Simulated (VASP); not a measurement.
Set up this calculation in VASP 6.6.1, as the native input.

```yaml
Task: relaxation of cell and atoms
Functional: PBEsol
Potentials_or_basis: VASP PAW PBE potentials, release 64 (Al, Ga_d, As)
Cutoff: 600 eV
k_mesh: 6 × 6 × 6
Occupations: gaussian, width 0.03 eV
Spin: no spin polarisation
Further_INCAR_settings: ALGO = Normal; EDIFF = 1e-07; IBRION = 2; EDIFFG = -0.005; NSW = 90; ISIF = 3
```

The structure of AlGa7As8 lies in POSCAR:

```
AlGa7As8                                
1.0
   -5.6656763224      5.6656763224      0.0000000000
   -5.6656763224     -0.0000000000      5.6656763224
    0.0000000000      5.6656763224      5.6656763224
  Al              Ga              As            
     1     7     8
Direct
     1.0000000000000000    0.0000000000000000    1.0000000000000000
     0.5001198035575205    0.9998801964424795    0.9998801964424795
     0.9998801964424795    0.5001198035575205    0.9998801964424795
     0.9998801964424795    0.9998801964424795    0.5001198035575205
     0.5001198035575205    0.5001198035575205    0.9998801964424795
     0.5001198035575205    0.9998801964424795    0.5001198035575205
     0.9998801964424795    0.5001198035575205    0.5001198035575205
     0.5000000000000000    0.5000000000000000    0.5000000000000000
     0.8749736167517531    0.8749736167517531    0.3750791497447412
     0.3750049078283225    0.8749852765150326    0.3750049078283225
     0.8749852765150326    0.3750049078283225    0.3750049078283225
     0.8749736167517531    0.8749736167517531    0.8749736167517531
     0.3750049078283225    0.3750049078283225    0.3750049078283225
     0.3750791497447412    0.8749736167517531    0.8749736167517531
     0.8749736167517531    0.3750791497447412    0.8749736167517531
     0.3750049078283225    0.3750049078283225    0.8749852765150326
```

The cell was built by a generator and needn't be a form met in nature.

The input as run:

INCAR

```
SYSTEM = AlGa7As8
PREC     = Accurate       ! precision mode
ENCUT    = 600            ! plane-wave cutoff, eV
EDIFF    = 1E-7           ! SCF threshold, eV
ISMEAR   = 0              ! smearing method
SIGMA    = 0.03           ! smearing width, eV
LREAL    = .False.        ! projectors in reciprocal space
LASPH    = .True.         ! aspherical terms in the spheres
NELM     = 80             ! most SCF steps
ALGO     = Normal         ! electronic algorithm
ISIF     = 3              ! what is computed and relaxed
LWAVE    = .False.        ! write WAVECAR
LCHARG   = .False.        ! write CHGCAR
GGA      = PS             ! functional
IBRION   = 2              ! ionic algorithm
NSW      = 90             ! ionic steps
EDIFFG   = -0.005         ! ionic threshold
KPAR     = 4
```

KPOINTS

```
regular mesh
0
Gamma
  6 6 6
  0 0 0
```

Potentials or basis: VASP PAW PBE potentials, release 64 (Al, Ga_d, As).

The run is started by

```sh
$ cat potpaw_PBE.64/Al/POTCAR potpaw_PBE.64/Ga_d/POTCAR potpaw_PBE.64/As/POTCAR > POTCAR
$ mpirun -np 4 vasp_std > vasp.out
```

It gave:

* Relaxed volume: 22.74 Å³/atom
* Relaxed cell: a = 8.013 Å, b = 8.013 Å, c = 8.013 Å, α = 60.00°, β = 60.00°, γ = 60.00°
* Space group after relaxing (to 0.05 Å): F-43m (No. 216)
* Energy gained by relaxing: 0.0 meV/atom
* Ionic steps: 2
* Pressure after relaxing: 0.0 GPa
* Band gap on the k mesh: 0.54 eV, direct

Caveat: the PAW data sets were made with another functional, which shifts forces and pressure a little.

Wall time 4.6 min on 4 MPI ranks on Intel(R) Xeon(R) Platinum 8488C (Sapphire Rapids), with other jobs on the host, peak memory 0.92 GiB a rank.
